## Question

Cubic boron nitride is held in one fixed cell, and several functionals are asked what pressure the crystal exerts there. A positive pressure means that the crystal is squeezed and would expand if released; a negative one means that it is stretched and would shrink. The column "rung" sorts the functionals by their ingredients: LDA uses the local electron density, a GGA adds its gradient, a meta-GGA adds the kinetic energy density of the electrons, and a hybrid adds a share of exact exchange. The result for PBE in Quantum ESPRESSO is replaced by a question mark.

Plane-wave Kohn-Sham DFT without spin polarisation for cubic BN (F-43m, 2-atom primitive cell with edges of 2.564 Å), static lattice in the given cell. The basis column gives the plane-wave cutoff, and PBEsol0 contains 25 % exact exchange. Pressure is positive in compression; the Ansatz value is without the Pulay correction.

| method | rung | program | potentials | basis | k mesh | smearing | pressure (GPa) |
| --- | --- | --- | --- | --- | --- | --- | --- |
| LDA | LDA | JDFTx | PseudoDojo SR LDA 0.4.1 standard | 1143 eV | 13x13x13 2-atom cell | Fermi Dirac 0.05eV | -13.900 |
| BLYP | GGA | JDFTx | PseudoDojo SR PBE 0.5 standard | 1143 eV | 13x13x13 2-atom cell | Fermi Dirac 0.05eV | 10.070 |
| PBE | GGA | Quantum ESPRESSO | SSSP 1.3 efficiency PBE | 816 eV | 13x13x13 2-atom cell | Fermi Dirac 0.05eV | ? |
| PBE | GGA | JDFTx | PseudoDojo SR PBE 0.5 standard | 1143 eV | 13x13x13 2-atom cell | Fermi Dirac 0.05eV | -0.800 |
| PBEsol | GGA | GPAW | PAW data sets made by gpaw setup for the functional | 800 eV | 13x13x13 2-atom cell | gaussian 0.05eV | -7.530 |
| RPBE | GGA | GPAW | GPAW PAW data sets (gpaw data 1.2.1) | 800 eV | 13x13x13 2-atom cell | gaussian 0.02eV | 4.260 |
| r2SCAN | meta-GGA | ABINIT | JTH PAW PBE v2.0 | 816 eV | 5x5x5 2-atom cell | Fermi Dirac 0.05eV | -1.920 |
| PBEsol0 | hybrid | Ansatz | JTH PAW | 1320 eV | 7x7x7 2-atom cell | fixed 0eV | -13.310 |

(a) What decides the pressure: the rung, the functional or the program?

(b) Predict the hidden pressure and give an error bar that you can defend.

(c) Compare the prediction with the computed value and say what the miss teaches.

## Model answer

### What the pressure measures

Every functional has its own preferred edge length for this crystal. The pressure in a given cell tells how far that preference lies from the edge that has been imposed. For small differences

$$P \approx 3B\,\frac{a_0-a}{a},$$

where $P$ is the pressure, $a$ the imposed edge, $a_0$ the edge that the functional prefers, and $B$ the bulk modulus, the resistance to uniform compression. The factor 3 appears because a small relative change of the edge changes the volume three times as much.

Boron nitride is very stiff, with $B$ roughly 380 GPa (a recalled value). The LDA pressure then corresponds to a relative edge change of $-13.9/(3\times 380)$, or about $-1.2$ %. LDA would like a cell that is shorter by about one part in eighty. A small disagreement about the bond length thus appears as a large pressure, which makes the pressure a sensitive way to compare functionals.

### (a) The rung is a poor guide

If the rung decided the matter, the pressures should fall into groups or move steadily up the ladder. They do neither. LDA at the bottom and the hybrid PBEsol0 at the top nearly agree, at $-13.9$ and $-13.3$ GPa. The GGAs in between run from $-7.5$ GPa for PBEsol to $+10.1$ GPa for BLYP.

The JDFTx rows separate the functional from the program. PBE and BLYP are run there with the same potentials, cutoff and mesh, yet BLYP gives a pressure higher by 10.9 GPa. That difference comes from changing the functional, although potentials made for PBE may distort the BLYP value somewhat. Two functionals on the same rung can therefore disagree by almost one percent in the edge.

### Why the functional matters so much

For PBEsol, PBE and RPBE, theory points first to exchange. A GGA multiplies the local exchange energy by an enhancement factor, which grows with the reduced gradient $s$. This number tells how steeply the density varies on the length scale set by the density itself. When atoms move apart, the density between them thins out and its relative variation becomes stronger, so the stretched crystal gains more exchange energy than the compressed one.

A functional whose enhancement rises more strongly therefore tends to favour longer bonds. In a fixed cell this preference appears as an outward push, a more positive pressure. PBEsol was built with a weak rise, PBE has a stronger one, and RPBE lets it climb further. Theory thus places the pressure of PBE between those of PBEsol and RPBE.

This argument can be turned into a crude estimate that uses no PBE result. Assume that the pressure moves in proportion to the enhancement between PBEsol and RPBE, which were both run in GPAW. At $s=1$ the standard formulas, with rounded constants, put exchange above its LDA value by fractions of 0.107 for PBEsol, 0.1725 for PBE and 0.1923 for RPBE. Then, in GPa,

$$P_{\mathrm{PBE}} \approx -7.53+\frac{0.1725-0.107}{0.1923-0.107}\,(4.26+7.53)\approx 1.5.$$

A real crystal contains a range of gradients, so the choice $s=1$ is somewhat arbitrary. The same steps at $s=2$ give $-1.7$ GPa. The known PBE result from JDFTx, $-0.8$ GPa, lies between the pressures of PBEsol and RPBE, as the argument requires. The estimate ignores that PBEsol also treats correlation differently, and it shifts by about 3 GPa with the chosen gradient, so it is too coarse to serve as the forecast.

BLYP shows where this estimate stops. Its exchange part, known as B88, lies between PBE and RPBE at both gradients, so the same interpolation would place BLYP between them in pressure. Instead its $+10.1$ GPa is well above the $+4.3$ GPa of RPBE. The interpolation leaves out two things. At small gradients, which every crystal contains, B88 rises faster than PBE and RPBE do. BLYP also has its own correlation part, LYP, in place of the one that PBE and RPBE share. No row combines B88 with the correlation of PBE, so the two causes cannot be told apart here. The BLYP run also differs from the RPBE run in program and uses potentials made for PBE, which may account for part of the gap. Enhancement at a single gradient is a useful guide for PBEsol, PBE and RPBE, whose formulas are closely related, but not for every GGA.

### (b) The forecast

The hidden row uses PBE, and another PBE row is known. If the functional sets the pressure and the program adds only a small error, the best forecast is the JDFTx value carried over unchanged. The two rows differ in potentials and cutoff as well as in program, while the mesh and the smearing are the same. None of these differences gives a firm reason to shift the value by a stated amount.

The error bar needs a separate argument, because no two known rows show one functional in two programs. Assume that good potentials for the same functional agree on the edge to about 0.15 %. The formula above turns this into

$$3\times 380\ \mathrm{GPa}\times 0.0015 \approx 1.7\ \mathrm{GPa}.$$

Rounding up leaves some room for the finite basis. **The forecast is $-0.8\pm2$ GPa, a range from $-2.8$ to $+1.2$ GPa.** The range includes zero, so the sign is left open. The miss should be small beside the spread of the GGAs.

It is instructive to see what would be lost by knowing only that the hidden functional is a GGA. The mean of the four known GGA pressures is 1.5 GPa. When each of the four is predicted from the mean of the other three, the typical (root-mean-square) error is 8.6 GPa. The name of the functional narrows the forecast far more than the name of its rung.

### (c) The computed value

The withheld rows as computed:

| method | rung | program | potentials | basis | k mesh | smearing | pressure (GPa) |
| --- | --- | --- | --- | --- | --- | --- | --- |
| PBE | GGA | Quantum ESPRESSO | SSSP 1.3 efficiency PBE | 816 eV | 13x13x13 2-atom cell | Fermi Dirac 0.05eV | -1.760 |

The computed pressure is $-1.76$ GPa, lower than the forecast by 0.96 GPa and inside the error bar. In terms of the crystal, the two PBE calculations disagree by about 0.08 % in their preferred edge, roughly half of what was allowed. The known GGAs spread over 17.6 GPa, so the miss is only about 5 % of that range. In this one comparison, changing the program together with its potentials and cutoff matters far less than changing PBE to BLYP.

The other two routes fare as their crudeness suggests. The mean of the GGAs is too high by 3.3 GPa, which its wide error allows but which makes it a weaker forecast. The estimates from exchange enhancement, 1.5 and $-1.7$ GPa, lie above the computed value by 3.3 and 0.1 GPa. They rest on two trial choices of the gradient, so the close match of the second does not show that $s=2$ is the right choice.

Why do the two PBE values differ at all? The potentials are an obvious candidate, since each replaces the inner electrons in its own way and so shifts the bond length slightly. The cutoff is another. With a fixed set of plane waves, shrinking the cell makes the waves shorter and the basis effectively better, which lowers the energy and creates a false inward pull. The Quantum ESPRESSO run has the lower cutoff and the lower pressure, as this effect alone would suggest. Its potentials are of the ultrasoft kind, however, which need fewer waves, so its basis is not necessarily the poorer one. The two causes remain unseparated.

## Remarks on the reasoning

**A good answer compares like with like before it ranks the rungs.** The table invites a reading from LDA up to the hybrid, as though each step should bring a steady improvement or a steady shift. A pressure in a fixed cell has no reason to follow that order. It records which bond length a functional prefers, and functionals of one rung were designed with different preferences. The strongest evidence is the pair PBE and BLYP in JDFTx, because so little else changes between them.

**The near agreement of LDA and PBEsol0 should not be read as a common cause.** LDA is known to bind solids too tightly. PBEsol0 starts from a functional that already prefers a shorter edge than PBE and then adds exact exchange, which commonly shortens such bonds further. The hybrid lies 5.8 GPa below PBEsol, in the direction that this explanation requires. Since the two rows also differ in program, mesh and data sets, and those of the hybrid were made for PBE, the whole of that step cannot be credited to exact exchange.

**The revealed row changes how r2SCAN should be read.** Against the JDFTx value of PBE, r2SCAN looks lower by 1.1 GPa, and one might be tempted to explain this by the extra ingredient of a meta-GGA. The two PBE rows differ by almost as much, with no change of functional at all. The r2SCAN run also uses potentials made for PBE and a coarser mesh. A shift of this size between different programs is therefore no evidence for an effect of the functional.

**A pressure near zero is no certificate of accuracy.** It says that the imposed cell lies close to the one that PBE itself prefers. The calculation also holds the atoms still, whereas real atoms vibrate even at the lowest temperature, and that motion pushes the crystal slightly outwards. A fair comparison with a measured cell must include this push before the functional is praised or blamed.

**For practical work, the same reasoning says when a cell can be reused.** A cell relaxed with one functional may be under considerable stress in another, even if both are GGAs. In a crystal as stiff as boron nitride, a change of one percent in the edge already means about 11 GPa. Anyone who wants a crystal free of stress should relax the cell again after changing the functional. Keeping the functional and changing the program cost about 1 GPa in the single pair seen here; whether that is acceptable depends on the strain that the task can tolerate.
